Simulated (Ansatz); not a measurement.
Clean, relaxed (001) surface of MoS₂, space group R-3m (No. 166) (top face towards +c; atoms held fixed, by place in the list: 1, 2, 3):

```xyz
6
Lattice="3.1335 0.0000 0.0000 -1.5667 2.7137 0.0000 0.0000 0.0000 26.1647" Properties=species:S:1:pos:R:3 pbc="T T T"
S     0.0000    0.0000    8.5000
Mo    1.5667    0.9046   10.1029
S     0.0000    1.8091   11.7058
S     1.5667    0.9046   14.4744
Mo    0.0000    1.8091   16.0808
S     0.0000    0.0000   17.6886
```

The calculation used Ansatz 0.2.0, DFT PBE+D3(BJ), scalar-relativistic, plane waves, PAW. Plane waves to 420 eV, a k mesh through Γ of 9×9×1 on the computed 6-atom cell and Gaussian smearing (0.10 eV); no spin polarisation. The cell repeats along c with a dipole correction in the vacuum.

E_ads counts from the clean slab and the free adsorbate (spin-polarised where it has unpaired electrons); negative means bound. With the adsorbate the cell is lengthened along c to keep the vacuum.

Task: H (atom) is put at the bridge (S-S) at (0.50, 0.00) site, one adsorbate per 8.5 Å². What structure does it relax to?

Result: E_ads = -1.23 eV. Contacts: H–S 1.69 Å.

```xyz
7
Lattice="3.1335 0.0000 0.0000 -1.5667 2.7137 0.0000 0.0000 0.0000 28.1647" Properties=species:S:1:pos:R:3 pbc="T T T"
S     0.0000    0.0000    8.5000
Mo    1.5667    0.9046   10.1029
S     0.0000    1.8091   11.7058
S     1.5667    0.9851   14.5682
Mo    0.0000    1.8185   16.1228
S     0.0000    0.2078   17.9501
H     0.0000    3.1291   18.5521
```

Each end is the local minimum or symmetric point that its start leads to.

Spin polarisation was left out, and a magnetic state may lie lower.

The reference crystal is a form of MoS2, which isn't its usual structure.

Cost: 4 runs of about 5.1 core-minutes in all, on Arm Neoverse V2 (shared hosts).